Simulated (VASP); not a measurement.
# TePb (Fm-3m) in VASP: a series of runs, part 3 of 3

VASP 6.6.1. Earlier steps stand in the parts before.

## Step 5: Relaxation of cell and atoms, PBEsol

This run uses another cell than the first one, of 33.73 Å³/atom, 1.105 times its volume.

The input, INCAR:

```
SYSTEM = TePb
PREC = Accurate
ENCUT = 600
EDIFF = 1E-6
ISMEAR = 0
SIGMA = 0.02
LREAL = .FALSE.
LASPH = .TRUE.
NELM = 80
ALGO = Normal
ISIF = 3
LWAVE = .FALSE.
LCHARG = .FALSE.
GGA = PS
IBRION = 2
NSW = 100
EDIFFG = -0.005
```

The input, KPOINTS:

```
Automatic mesh
0
G
  8 8 8
  0 0 0
```

The input, POSCAR:

```
TePb
1.0
    0.0000000000      3.2310000000      3.2310000000
    3.2310000000      0.0000000000      3.2310000000
    3.2310000000      3.2310000000      0.0000000000
Te Pb
1 1
Direct
    0.5000000000      0.5000000000      0.5000000000
    0.0000000000      0.0000000000      0.0000000000
```

Potentials or basis: VASP PAW PBE potentials, release 64 (Te, Pb_d).

Launch:

```sh
$ cat potpaw_PBE.64/Te/POTCAR potpaw_PBE.64/Pb_d/POTCAR > POTCAR
$ mpirun -np 1 vasp_std > vasp.out
```

OUTCAR:

```text
SYSTEM = TePb
   PREC = Accurate
   ENCUT = 600
   EDIFF = 1E-6
   ISMEAR = 0
   LREAL = .FALSE.
   LASPH = .TRUE.
   NELM = 80
   ISIF = 3
   GGA = PS
   IBRION = 2
   NSW = 100
   EDIFFG = -0.005

 ion  position               nearest neighbor table
   1  0.500  0.500  0.500-   2 3.23   2 3.23   2 3.23   2 3.23   2 3.23   2 3.23
   2  0.000  0.000  0.000-   1 3.23   1 3.23   1 3.23   1 3.23   1 3.23   1 3.23

  LATTYP: Found a face centered cubic cell.
 ALAT       =     6.4620000000

  Lattice vectors:

 A1 = (   0.0000000000,   3.2310000000,   3.2310000000)
 A2 = (   3.2310000000,   0.0000000000,   3.2310000000)
 A3 = (   3.2310000000,   3.2310000000,   0.0000000000)

Analysis of symmetry for initial positions (statically):
=====================================================================
 Subroutine PRICEL returns:
 Original cell was already a primitive cell.

 Routine SETGRP: Setting up the symmetry group for a
 face centered cubic supercell.

 Subroutine GETGRP returns: Found 48 space group operations
 (whereof 48 operations were pure point group operations)
 out of a pool of 48 trial point group operations.

The static configuration has the point symmetry O_h .

Analysis of symmetry for dynamics (positions and initial velocities):
=====================================================================
 Subroutine PRICEL returns:
 Original cell was already a primitive cell.

 Routine SETGRP: Setting up the symmetry group for a
 face centered cubic supercell.

 Subroutine GETGRP returns: Found 48 space group operations
 (whereof 48 operations were pure point group operations)
 out of a pool of 48 trial point group operations.

The dynamic configuration has the point symmetry O_h .

 Subroutine INISYM returns: Found 48 space group operations
 (whereof 48 operations are pure point group operations),
 and found     1 'primitive' translations

[... 139 lines left out ...]
  ---------------------------------------------------
  ext. energy  EPLUGINS =         0.00000000
  ---------------------------------------------------
  free energy    TOTEN  =        -8.25851127 eV

  energy without entropy =       -8.25851127  energy(sigma->0) =       -8.25851127

------------------------ aborting loop because EDIFF is reached ----------------------------------------

  FORCE on cell =-STRESS in cart. coord.  units (eV):
  Direction    XX          YY          ZZ          XY          YZ          ZX
  --------------------------------------------------------------------------------------
  -------------------------------------------------------------------------------------
  Total       -0.1639793     -0.1639793     -0.1639793     -0.0000000      0.0000000     -0.0000000
  in kB       -3.8945636     -3.8945636     -3.8945636     -0.0000000      0.0000000     -0.0000000
  external PRESSURE =      -3.8945636 kB  Pullay stress =       0.0000000 kB
[... 59 lines left out ...]
--------------------------------------- Ionic step        3  -------------------------------------------

 number of electron      19.9999998 magnetization

 Free energy of the ion-electron system (eV)
  ---------------------------------------------------
  ext. energy  EPLUGINS =         0.00000000
  ---------------------------------------------------
  free energy    TOTEN  =        -8.25920085 eV

  energy without entropy =       -8.25920085  energy(sigma->0) =       -8.25920085

 E-fermi :   5.6859     XC(G=0):  -9.5084

 val. band max:        5.5710571040   @ k =   0.5000   0.0000   0.0000
 cond. band min:       6.2214504073   @ k =   0.5000   0.0000   0.0000
 fundamental gap:      0.6503933033
 Fermi energy:         5.6858607204

 k-point     1 :       0.0000    0.0000    0.0000
  band No.  band energies     occupation
      1     -11.0729      2.00000
      2     -11.0729      2.00000
      3     -11.0613      2.00000
      4     -11.0613      2.00000
      5     -11.0613      2.00000
      6      -6.5346      2.00000
      7      -0.0230      2.00000
      8       4.2043      2.00000
      9       4.2043      2.00000
     10       4.2043      2.00000
     11       9.6369      0.00000
     12       9.6369      0.00000
     13       9.6369      0.00000
     14      11.3086      0.00000
[... 377 lines left out ...]
      1     -11.1040      2.00000
      2     -11.0812      2.00000
      3     -11.0550      2.00000
      4     -11.0489      2.00000
      5     -11.0402      2.00000
      6      -4.8725      2.00000
      7      -2.8113      2.00000
      8       2.7374      2.00000
      9       2.9515      2.00000
     10       5.1056      2.00000
     11       6.8493      0.00000
     12       9.1222      0.00000
     13       9.5986      0.00000
     14      12.3227      0.00000

 [... further k-points ...]

------------------------ aborting loop because EDIFF is reached ----------------------------------------

  FORCE on cell =-STRESS in cart. coord.  units (eV):
  Direction    XX          YY          ZZ          XY          YZ          ZX
  --------------------------------------------------------------------------------------
  -------------------------------------------------------------------------------------
  Total       -0.0024281     -0.0024281     -0.0024281     -0.0000000      0.0000000     -0.0000000
  in kB       -0.0581616     -0.0581616     -0.0581616     -0.0000000      0.0000000     -0.0000000
  external PRESSURE =      -0.0581616 kB  Pullay stress =       0.0000000 kB
[... 17 lines left out ...]
  FREE ENERGIE OF THE ION-ELECTRON SYSTEM (eV)
  ---------------------------------------------------
  free  energy   TOTEN  =        -8.2592008481 eV

  energy  without entropy=       -8.2592008481  energy(sigma->0) =       -8.25920085

 reached required accuracy - stopping structural energy minimisation
```

OSZICAR:

```text
N       E                     dE             d eps       ncg     rms          rms(c)
DAV:   1     0.154614480189E+03    0.15461E+03   -0.99535E+03   818   0.152E+03
DAV:   2     0.304623624935E+01   -0.15157E+03   -0.14846E+03   860   0.351E+02
DAV:   3    -0.808458250628E+01   -0.11131E+02   -0.10849E+02  1094   0.991E+01
DAV:   4    -0.837054251113E+01   -0.28596E+00   -0.28588E+00   956   0.184E+01
[... 19 lines left out ...]
DAV:   2    -0.825951354640E+01    0.17694E-02   -0.36493E-03   992   0.112E+00    0.897E-02
DAV:   3    -0.825920321159E+01    0.31033E-03   -0.13392E-03  1016   0.621E-01    0.176E-02
DAV:   4    -0.825920291815E+01    0.29345E-06   -0.22269E-05   836   0.508E-02    0.141E-02
DAV:   5    -0.825920103826E+01    0.18799E-05   -0.56948E-06   930   0.251E-02    0.409E-03
DAV:   6    -0.825920084806E+01    0.19021E-06   -0.48732E-07   424   0.129E-02
   3 F= -.82592008E+01 E0= -.82592008E+01  d E =-.689581E-03
```

CONTCAR:

```text
TePb
   1.00000000000000
    -0.0000000000000000    3.2218515821888194    3.2218515821888194
     3.2218515821888194    0.0000000000000000    3.2218515821888194
     3.2218515821888194    3.2218515821888194    0.0000000000000000
  Te              Pb
     1     1
Direct
     0.5000000000000000    0.5000000000000000    0.5000000000000000
     0.0000000000000000    0.0000000000000000    0.0000000000000000

  0.00000000E+00  0.00000000E+00  0.00000000E+00
  0.00000000E+00  0.00000000E+00  0.00000000E+00
```

Run time: 42 s. Hardware: 1 thread of AMD EPYC 9R45 (Zen 5), shared host; peak memory 0.22 GiB.

Results:

- Free energy: -8.2592 eV
- Relaxed volume: 33.44 Å³/atom
- Relaxed cell: a = 4.556 Å, b = 4.556 Å, c = 4.556 Å, α = 60.00°, β = 60.00°, γ = 60.00°
- Space group after relaxing (to 0.05 Å): Fm-3m (No. 225)
- Energy gained by relaxing: 0.3 meV/atom
- Ionic steps: 3
- Pressure after relaxing: 0.0 GPa
- Band gap on the k mesh: 0.65 eV, direct

The path:
```tsv
step	energy change (eV)	largest force (eV/Å)	pressure (GPa)	volume (Å³)
1	0.0000	0.0000	-0.39	67.46
2	-0.0006	0.0000	0.16	66.66
3	-0.0007	0.0000	-0.01	66.89
```

Final structure:
```
CELL_PARAMETERS angstrom
0.00000 3.22185 3.22185
3.22185 0.00000 3.22185
3.22185 3.22185 0.00000
ATOMIC_POSITIONS crystal
Te 0.50000 0.50000 0.50000
Pb 0.00000 0.00000 0.00000
```

Levels at points of the mesh, in eV from the valence-band top:
```tsv
k point	band 8	band 9	band 10	band 11	band 12	band 13
(0.00, 0.00, 0.00)	-1.37	-1.37	-1.37	4.07	4.07	4.07
(0.50, 0.00, 0.00)	-0.90	-0.90	0.00	0.65	1.22	1.22
(0.50, 0.50, 0.00)	-4.59	-2.85	-2.85	3.17	5.49	5.49
```

Caveat: the PAW data sets were made with another functional, which shifts forces and pressure a little; spin-orbit coupling is left out, which as a rule narrows the gap of such compounds by several tenths of an eV.

## Step 6: Overview

| task | cell | k mesh | cutoff (eV) | smearing | target pressure | gap on the mesh (eV) | pressure (GPa) |
| --- | --- | --- | --- | --- | --- | --- | --- |
| single point | Fm-3m, 30.52 Å³/atom | 10 × 10 × 10 | 520 | gaussian 0.01 eV | - | 0.42 | 5.0 |
| relaxation of cell and atoms | relaxed to 5.02 GPa | 10 × 10 × 10 | 600 | gaussian 0.01 eV | 5.02 GPa | 0.42 | 5.0 |
| single point | Fm-3m, 33.43 Å³/atom | 8 × 8 × 8 | 520 | gaussian 0.02 eV | - | 0.65 | 0.0 |
| relaxation of cell and atoms | relaxed | 8 × 8 × 8 | 600 | gaussian 0.02 eV | - | 0.65 | 0.0 |

Alike in all rows: level PBEsol; potentials or basis VASP PAW PBE potentials, release 64 (Te, Pb_d); no spin polarisation.

Caveats: the PAW data sets were made with another functional, which shifts forces and pressure a little; spin-orbit coupling is left out, which as a rule narrows the gap of such compounds by several tenths of an eV; the cell is relaxed towards a set pressure, so the enthalpy falls and the energy may rise (some runs).

Absolute energies hang on the potentials; compare differences alone.

## Step 7: Against experiment

Step 2. A measured gap of TePb is 0.19 eV (direct; 4.2 K; a printed reference work, monograph); the calculated 0.42 eV misses it by +0.23 eV. Spin-orbit coupling on Pb, Te is left out. The value is that of PBEsol on a finite k mesh, which can miss the band edges, without temperature or zero-point motion.

Step 4. A measured gap of TePb is 0.19 eV (direct; 4.2 K; a printed reference work, monograph); the calculated 0.65 eV misses it by +0.46 eV. Spin-orbit coupling on Pb, Te is left out. The value is that of PBEsol on a finite k mesh, which can miss the band edges, without temperature or zero-point motion.
